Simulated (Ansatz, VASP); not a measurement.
# Cross-check of Si18N23 (V_N) between VASP and Ansatz, part 2 of 2

One calculation is typed for both programs; each brings its own data sets. How far apart do they land? The cell is taken from a series of runs on this material, whose earlier steps may have relaxed, scaled, displaced or heated it; both programs get it as it stands.

VASP 6.6.1 and Ansatz 0.2.0.

So far. Step 2 (VASP: single point, HSE06): The run ends at a pressure of -8.55 GPa, with forces up to 0.57 eV/Å.

**3. Ansatz: single point, HSE06**

Level of this step: Ansatz beside VASP: Kohn-Sham DFT, plane waves, HSE06 (Ansatz).

Ansatz runs on its PAW soft_1 files.

The same cell, functional and mesh now go to Ansatz.

input.yaml

```yaml
crystal:
  checkpoint: "../qp1.relax.run"
  host: checkpoint
total_charge: 1
basis:
  ecutwfc: 420
  xc_grid: 2
hamiltonian:
  xc: hse06
  pseudopotentials: { kind: paw, azcp: { folder: soft_1 } }
kpoints:
  mp_grid: { grid: [1, 1, 1] }
scf:
  occupations: { method: fixed }
  max_iter: 100
output:
  forces: true
  charged_corrections:
    epsilon: [4.29, 4.29, 4.37]
    static_epsilon: [8.29, 8.29, 8.25]
    defect_position: [0.669991, 0.699607, 0.416667]
  eigenvalues: true
  eigenstates: { localisation: true }
  populations: true
checkpoint:
  read: "../qp1.relax.run"
  write: "../qp1.hyb.run"
  compress: false
  write_wavefunctions: false
  write_every: 100000
```

Run with:

```sh
ansatz run input.yaml --threads 8 --pin off --max-ram 18841MiB --backend cpu --events-out ev --progress --plain --runs-dir out
```

Numbers of over 12 decimals in the logs are rounded to 6 here.

The program printed:

```text
Warning: checkpoint.read: hamiltonian.xc differs: saved pbesol, current hse06; the SCF iterates under this deck's functional from the saved state
crystal.checkpoint: the structure is that of <dir>, a `relax` run, at its step 7: its result, under pbesol at a charge of 1 e; 41 atoms read, 0 with a starting moment; this deck's functional is hse06; crystal.structure_sha256 for this input is
exact exchange: scf.exx.singularity resolves to wigner_seitz, which cuts the screened interaction at the faces of the exchange supercell's Wigner-Seitz cell, so that each pair interacts once, at the shortest of its separations (the periodic images that this leaves out come, for a point-like exchange hole, to about 0.082 eV on a filled level). The cut falls within the interaction's reach, and what an exchange supercel [...]
Engine: ansatz 0.2.0, aarch64-unknown-linux-gnu
Pseudopotentials: kind: paw
Pseudopotential: Si, paw, valence charge 4, recommended cutoff 420 eV (normal), soft_1/Si.paw.azcp
Pseudopotential: N, paw, valence charge 5, recommended cutoff 420 eV (normal), soft_1/N.paw.azcp
Functional definition: HSE06
  parameter a = 0.25
  parameter omega = 0.11/bohr
  exchange = pbe_x - a*pbe_x_sr(omega) + a*exact_x_sr(omega)
  correlation = pbe_c
davidson cushion auto → on  (no smearing: the cushion is to keep the highest requested band from converging to the state above it; pin scf.eigensolver.cushion to override)
Crystal: 41 atoms, lattice volume = 439.543 Å³
Basis set: ecut = 420 eV, 8663 PW (Γ), exchange–correlation on 108×108×120 points (8 copies of the dense FFT grid, shifted against one another)
Bands: 134, of which v1, the nominal top of the filled ones, is band 93 counted from 1 (92 counted from 0)
Symmetry: 1 space group operations
Space group: P1 (ITA 1), of the structure as read, at distance tolerance 7.6e-5 Å
k-points: 1
Non-local potential: Si, projectors of the file, l = 0: 2, l = 1: 2, l = 2: 1
Non-local potential: N, projectors of the file, l = 0: 2, l = 1: 2, l = 2: 1
PAW form: soft (Blöchl's): semilocal exchange-correlation on the pseudo side does not see the compensation charge
PAW frozen core: Si, regenerated for the run's functional, and the local potential with it (the file was generated under x = pbe(κ = 0.804, μ = 0.219515), c = pbe(β = 0.066725))
PAW frozen core: N, regenerated for the run's functional, and the local potential with it (the file was generated under x = pbe(κ = 0.804, μ = 0.219515), c = pbe(β = 0.066725))
PAW one-centre angular grid: Si, 110 points (default); XC on 64 Gauss nodes
PAW one-centre angular grid: N, 110 points (default); XC on 64 Gauss nodes
Initial density: read from a saved state, or passed on in memory by an earlier SCF of this step, an earlier step, the calling program or the single point that the run made first
Initial wavefunctions: pseudopotential atomic-orbital guess
Functional: x = pbe(κ = 0.804, μ = 0.219515), c = pbe(β = 0.066725), warm-up for x = pbe(κ = 0.804, μ = 0.219515) + 0.25 (exact − pbe) at short range (hse, ω = 0.207870 Å⁻¹), c = pbe(β = 0.066725); HSE06 as pw.x's `hse` composes it (authors' and Libxc's form: `xc: wpbeh`)
iter 1 solved again at ethr=3.48e-4 eV; its pass at ethr=1.00e-1 eV (dr2=6.48e-1 eV) is discarded
SCF iter   1: F=—  HF=-20325.433034 eV  |F-HF|=—  |Δ(HF+E_count)|=         —  Δρ=1.25e-2  dr2=6.46e-1  ethr=3.48e-4  ⟨swp⟩=9.0  Hψ=978  notcnv=0
preconditioner: auto → none  [insulator: Δε(μ)=3.046 eV  Ē_g=14.059 eV  n_scr=96 (ndim 8)  ℏωp=24.2 eV  f_vac=0.036]
SCF iter   2: F=—  HF=-20325.266661 eV  |F-HF|=—  |Δ(HF+E_count)|=   1.66e-1  Δρ=4.92e-3  dr2=8.30e-2  ethr=3.47e-4  ⟨swp⟩=4.0  Hψ=398  notcnv=0
iter 3 solved again at ethr=3.36e-6 eV; its pass at ethr=4.46e-5 eV (dr2=6.24e-3 eV) is discarded
SCF iter   3: F=—  HF=-20325.244968 eV  |F-HF|=—  |Δ(HF+E_count)|=   2.17e-2  Δρ=1.56e-3  dr2=6.22e-3  ethr=3.36e-6  ⟨swp⟩=3.0  Hψ=672  notcnv=0
[...]
SCF iter   3: F=—  HF=-20334.894328 eV  |F-HF|=—  |Δ(HF+E_count)|=   5.86e-2  Δρ=1.26e-3  dr2=1.36e-2  ethr=4.16e-7  ⟨swp⟩=7.0  Hψ=595  notcnv=0
SCF iter   4: F=—  HF=-20334.891188 eV  |F-HF|=—  |Δ(HF+E_count)|=   3.14e-3  Δρ=5.13e-4  dr2=3.52e-3  ethr=4.16e-7  ⟨swp⟩=5.0  Hψ=558  notcnv=0
SCF iter   5: F=—  HF=-20334.890241 eV  |F-HF|=—  |Δ(HF+E_count)|=   9.47e-4  Δρ=9.36e-5  dr2=1.43e-4  ethr=4.16e-7  ⟨swp⟩=5.0  Hψ=435  notcnv=0
SCF iter   6: F=—  HF=-20334.890972 eV  |F-HF|=—  |Δ(HF+E_count)|=   7.31e-4  Δρ=1.17e-4  dr2=7.02e-5  ethr=3.32e-8  ⟨swp⟩=6.0  Hψ=520  notcnv=0
SCF iter   7: F=-20334.890953 eV  HF=-20334.890954 eV  |F-HF|=1.54e-6  |Δ(HF+E_count)|=   1.76e-5  Δρ=2.52e-5  dr2=6.11e-6  ethr=3.32e-8  ⟨swp⟩=3.0  Hψ=330  notcnv=0
SCF 2 stopped early in 7 iterations: F = -20334.890953 eV  dr2 = 6.11e-6
  Residual-converged pass: ⟨swp⟩=4.0  Hψ=418  notcnv=0  max |occ|·‖R‖ = 4.3e-6 eV (tolerance 6.7e-6 eV)  dr2=6.02e-6  dr2_onsite=9.58e-8  max |Δocc| = 0.0e0
  greatest PAW one-centre occupation: 0.796 electrons in one spin orbital (limit 2), on the N atom at site 6 (counted from 0), in its partial waves of l = 0
hybrid outer 1: dexx = +7.027e-2 eV, tail = 4.67e-5 eV
Exchange kernel: α = 0.2500, screened, ω = 0.2079 Å⁻¹, Wigner–Seitz truncation, v(0) = 745.9304 eV·Å³, q-mesh 1×1×1, nearest image of the exchange supercell L = 7.62 Å, pair-density grid 36×36×45, without the augmentation charges, whose exchange is taken in its separable form (sized by the pseudopotential files, 45×45×60 at the most)
Frozen-core exchange: fock
SCF iter   1: F=—  HF=-20334.890042 eV  |F-HF|=—  |Δ(HF+E_count)|=         —  Δρ=2.45e-5  dr2=3.04e-6  ethr=1.25e-7  ⟨swp⟩=5.0  Hψ=329  notcnv=0
preconditioner: auto → none  [insulator: Δε(μ)=4.222 eV  Ē_g=16.095 eV  n_scr=96 (ndim 8)  ℏωp=24.2 eV  f_vac=0.038]
SCF iter   2: F=—  HF=-20334.890042 eV  |F-HF|=—  |Δ(HF+E_count)|=   1.67e-7  Δρ=1.01e-5  dr2=2.01e-7  ethr=1.33e-9  ⟨swp⟩=4.0  Hψ=462  notcnv=0
SCF iter   3: F=—  HF=-20334.890043 eV  |F-HF|=—  |Δ(HF+E_count)|=   4.84e-7  Δρ=5.15e-6  dr2=1.08e-7  ethr=7.59e-11  ⟨swp⟩=7.0  Hψ=495  notcnv=0
SCF iter   4: F=-20334.890043 eV  HF=-20334.890043 eV  |F-HF|=3.59e-9  |Δ(HF+E_count)|=   1.88e-8  Δρ=1.01e-6  dr2=5.16e-9  ethr=5.52e-11  ⟨swp⟩=4.0  Hψ=362  notcnv=0
SCF 3 converged in 4 iterations: F = -20334.890043 eV  dr2 = 5.16e-9
  Residual-converged pass: ⟨swp⟩=3.0  Hψ=325  notcnv=0  max |occ|·‖R‖ = 1.5e-6 eV (tolerance 2.0e-6 eV)  dr2=5.27e-9  dr2_onsite=2.48e-10  max |Δocc| = 0.0e0
hybrid outer 2: dexx = +5.104e-7 eV, tail = 1.44e-8 eV, Δε = 1.09e-3 eV (about 2.28e-5 eV left of the loop's levels), ΔF = 4.08e-3 eV/Å (tail 2.94e-4)
hybrid SCF converged: 2 outer / 11 inner (+5 warm-up), last move |dexx| = 5.10e-7 eV, tail = 1.44e-8 eV
Stability not checked: this state was not tested for a lower state beside it, because the functional holds exact exchange (a hybrid, or Hartree-Fock), whose exchange loop this test does not read (fock_operator; see scf.lower_state_search)
Free energy (F): -20334.890043 eV
Frozen-core exchange: fock
Harris-Foulkes:  -20334.890043 eV  (|F-HF|=3.59e-9)
Internal energy: -20334.890043 eV  (E = F + TS)
E sigma→0 (E₀):  -20334.890043 eV
Fermi energy:    6.876214 eV
--- Per-component energies (eV) ---
  E_band       = -123.851621
  E_kinetic    = 3850.912575
  E_local      = -6101.359717  (includes V_loc(G=0)·N_el)
  E_nonlocal   = 1149.531821
  E_hartree    = 2195.404530
  E_xc         = -1948.303102
  E_vxc        = -2110.573676  (∫ρ·V_xc dr)
  E_exx        = -430.895554  (= α·E_x^exact, valence–valence)
  E_paw        = -12202.682118  (= ΣΔE_a)
  E_vpaw       = -441.402312  (= ΣTr[D̂ρ^β])
  E_aug_tail   = 0.021123  (compensation charges beyond the density's cutoff)
  E_ewald      = -6845.946137
  E_core_change = -1.573467  (= ΣΔE_core)
  E_smearing   = -0.000000  (= −TS)
  E_closure    = 0.000002  (closes the sum)
  E_deformation_potential = 16.028714  (in the stress; not in F)
  Σ components = -20334.890043   (vs F -20334.890043, Δ=3.64e-12)
--- Forces (eV/Å), atoms counted from 1 ---
  atom   1  Si    -0.31415131    -0.12460411    -0.04257561
  atom   2  Si    -0.13248149    -0.06798515    -0.03589106
  atom   3  Si     0.04315884     0.10707814    -0.04010001
  atom   4  Si    -0.00007243    -0.14231405    -0.00154376
  atom   5  Si    -0.10750654     0.07682018    -0.35133787
  atom   6  Si     0.30340112     0.20505357    -0.11824703
  atom   7  N     -0.06011183     0.02470978     0.19423970
  atom   8  N      0.02047595     0.03684617     0.02346750
  atom   9  N      0.01816193     0.05735106     0.10210038
  atom  10  N     -0.01163750    -0.20917405     0.01310752
  atom  11  N     -0.02887080     0.02763385     0.11041609
  atom  12  N      0.11710396    -0.17116260     0.03093122
  atom  13  N      0.08859365    -0.10409650    -0.00730043
  atom  14  N     -0.01609943     0.33935289     0.44187903
  atom  15  Si    -0.29548669    -0.13069327     0.06341223
  atom  16  Si    -0.14429808    -0.04204608    -0.01331546
  atom  17  Si     0.31228136    -0.02944064    -0.01061943
  atom  18  Si     0.00694997    -0.13534039     0.01015178
  atom  19  Si    -0.14216400     0.10115873     0.32710711
  atom  20  Si     0.29962476     0.02137429    -0.00994894
  atom  21  N     -0.05986625     0.03591486    -0.17694712
  atom  22  N      0.00871102     0.20017216    -0.00593236
  atom  23  N      0.01475107     0.04181565    -0.12866862
  atom  24  N     -0.00748241    -0.22485634    -0.01050841
[...]
atom  34  N      0.01654555    -0.00016961     0.00784413
  atom  35  N      0.01752077     0.02233018    -0.01505467
  atom  36  N     -0.11246438     0.05686804     0.00877953
  atom  37  N     -0.02013491    -0.21178584    -0.02245180
  atom  38  N     -0.03294012     0.02310777    -0.11392475
  atom  39  N      0.16630962    -0.13332017     0.00231550
  atom  40  N      0.08168072    -0.11187880    -0.00090826
  atom  41  N      0.00227011     0.24786148     0.00605712
  max |Σ_I F_I| component: 3.37e-5 eV/Å
--- Charged-cell corrections in eV (Makov–Payne, q = +1.000 e, ε = [4.290, 4.290, 4.370] of the electrons, [8.290, 8.290, 8.250] with the ions) ---
  F (periodic)     = -20334.890043  (uncorrected; the corrections below are reported, never added to it)
  E_corr1          = +0.619016  (monopole, q²α_M/2ε̄L, of the cell on which ε is isotropic)
  F Makov-Payne    = n/a  (the rows are of the electrons' constant alone; ansatz place-levels tells what screens the charge)
  no potential alignment in this run, which stands beside a crystal: run the host's input off ansatz write-host-input, and read the two finished runs by ansatz place-levels (neither reads a slab, a wire or a sheet, whose cell leaves a vacuum)
--- Band table (eV) ---
  k-point 0: bands = [... 89 lower, 6.5365, 6.6745, 6.8590, 6.8762, 11.0977, 11.1873, 12.9119, 13.0794, ... 37 higher]
--- Löwdin populations: 41 sites ---
  site symbol       q [e]
     0     Si      2.5537
     1     Si      2.5517
     2     Si      2.5490
     3     Si      2.5518
     4     Si      2.8486
     5     Si      2.5543
     6      N      5.9259
     7      N      5.9519
     8      N      5.9140
     9      N      5.9456
    10      N      5.9172
    11      N      5.9459
    12      N      5.9469
    13      N      5.9204
    14     Si      2.5538
    15     Si      2.5555
    16     Si      2.7511
    17     Si      2.5519
    18     Si      2.8502
    19     Si      2.5495
    20      N      5.9259
    21      N      5.9344
    22      N      5.9140
    23      N      5.9508
[...]
33      N      5.9543
    34      N      5.9519
    35      N      5.9437
    36      N      5.9456
    37      N      5.9172
    38      N      5.9459
    39      N      5.9469
    40      N      5.9437
  spilling = 0.014517 (of n_electrons = 186.000000)
```

**4. Differences**

Known differences besides the potentials themselves: exact exchange at q = 0 is treated differently, which shows on coarse meshes; VASP keeps PBE cores, Ansatz makes them for the functional; fixed occupations in Ansatz, narrow Gaussian smearing in VASP; the cutoff is 420 eV in Ansatz and 520 eV in VASP (PREC = Accurate, projectors in real space); VASP takes a coarser grid for exact exchange (PRECFOCK = Fast). Total energies have different zeros and are not compared.

Both answers:

```
              quantity  Ansatz   VASP  difference
gap on the k mesh (eV)   4.222  4.231      -0.010
```

Forces on 8 of the 41 atoms, those with the largest forces and the largest differences (eV/Å; atoms numbered as in POSCAR):

```csv
atom,"Ansatz x, y, z","VASP x, y, z"
Si1,"-0.314, -0.125, -0.043","-0.322, -0.130, -0.040"
Si5,"-0.108, 0.077, -0.351","-0.116, 0.088, -0.370"
Si6,"0.303, 0.205, -0.118","0.311, 0.204, -0.120"
Si11,"-0.142, 0.101, 0.327","-0.151, 0.114, 0.346"
Si18,"0.308, 0.204, 0.104","0.316, 0.203, 0.103"
N26,"-0.016, 0.339, 0.442","-0.016, 0.351, 0.448"
N28,"0.009, 0.200, -0.006","-0.004, 0.185, -0.006"
N33,"-0.008, 0.311, -0.404","-0.007, 0.322, -0.410"
```

The forces differ by 6.5 meV/Å r.m.s., which is 4.5 % of the r.m.s. force of 0.143 eV/Å (both taken over all components). A gap on the mesh is an upper bound, since the band edges may lie between its points. The cell carries a charge of +1 e against a uniform background, so its pressure also hangs on how the neutralising background is counted, and in a defect's cell a gap may be the spacing between its levels.

**5. Summary of results**

| Quantity | Value |
| --- | --- |
| r.m.s. force difference (single point, HSE06) | 6.5 meV/Å |

In words: The r.m.s. force difference is 6.5 meV/Å (single point, HSE06), within the 12 meV/Å picked in this series as the mark of a large difference. Such differences can come from data sets, numerical settings and the points named under the comparisons, not from the functional's error against experiment.

[Lines on the potential files, build, host, timing and source positions are cut from VASP's logs without a mark.]

[Logs are printed without paths, hosts, clocks, repeated set-up lines and the standing remarks that a program may print on its own settings, such as how far it seeks lower states.]

[Hosts, paths, dates, database ids (printed as entryN), source tags and the programs' standing remarks are cut or masked in the printed files.]
